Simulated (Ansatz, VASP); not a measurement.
## One calculation of HfO2, two programs

File POSCAR:

```
HfO2
1.0
    0.0000000000      2.4775309781      2.4775309781
    2.4775309781      0.0000000000      2.4775309781
    2.4775309781      2.4775309781      0.0000000000
Hf O
1 2
Direct
    0.0000000000      0.0000000000      0.0000000000
    0.2500000000      0.2500000000      0.2500000000
    0.7500000000      0.7500000000      0.7500000000
```

INCAR.step1

```
ALGO = Normal
EDIFF = 1E-4
ENCUT = 520
GGA = PE
ISMEAR = 0
LASPH = True
LCHARG = False
LREAL = False
LWAVE = True
NBANDS = 18
NELM = 100
PREC = Accurate
SIGMA = 0.02
```

Contents of INCAR.step2:

```
ALGO = Normal
EDIFF = 1E-6
ENCUT = 520
ISIF = 2
ISMEAR = 0
ISTART = 1
LASPH = True
LCHARG = False
LMIXTAU = True
LREAL = False
LWAVE = False
METAGGA = R2SCAN
NBANDS = 18
NELM = 100
PREC = Accurate
SIGMA = 0.02
```

The input KPOINTS:

```
k-points
0
Gamma
  8 8 8
```

Input for Ansatz:

```yaml
crystal:
  lattice:
    - [0.0, 2.4775309781, 2.4775309781]
    - [2.4775309781, 0.0, 2.4775309781]
    - [2.4775309781, 2.4775309781, 0.0]
  atoms:
    - { symbol: Hf, position: [0.0, 0.0, 0.0] }
    - { symbol: O, position: [0.25, 0.25, 0.25] }
    - { symbol: O, position: [0.75, 0.75, 0.75] }
basis:
  ecutwfc: 500
kpoints:
  mp_grid: { grid: [8, 8, 8] }
hamiltonian:
  xc: r2scan
scf:
  occupations: { method: gaussian, width: 0.02 }
output:
  forces: true
  stress: true
  eigenvalues: true
```

Alike in both runs: task single point; functional r2SCAN; k mesh 8 × 8 × 8; occupations gaussian, width 0.02 eV; no spin polarisation.

|  | VASP | Ansatz |
| --- | --- | --- |
| version | VASP 6.6.1 | Ansatz 0.2.0 |
| potentials or method | VASP PAW PBE potentials, release 64 (Hf_pv, O) | scalar-relativistic, plane waves, PAW |
| plane-wave cutoff (eV) | 520 | 500 |
| valence electrons in the cell | 22 | 38 |

VASP gave:

```
gap on the k mesh at the Fermi level (eV) : 4.50
least direct gap on the mesh (eV)         : 4.50
pressure (GPa)                            : 14.5
```

**Question.** Which values does Ansatz return?

**Answer.** gap on the k mesh at the Fermi level (eV): 4.47; least direct gap on the mesh (eV): 4.47; pressure (GPa): 19.1.

One of these differences is far larger than is usual between the two programs; its cause wasn't traced. The two sets of potentials don't hold the same shells in valence.

Caveats: the PAW data sets were made with another functional, which shifts forces and pressure a little (VASP); spin-orbit coupling is left out, which moves the levels of the heavy elements. A k mesh can miss the band edges. r2SCAN opens gaps a little over a GGA but as a rule still falls short of measured ones.
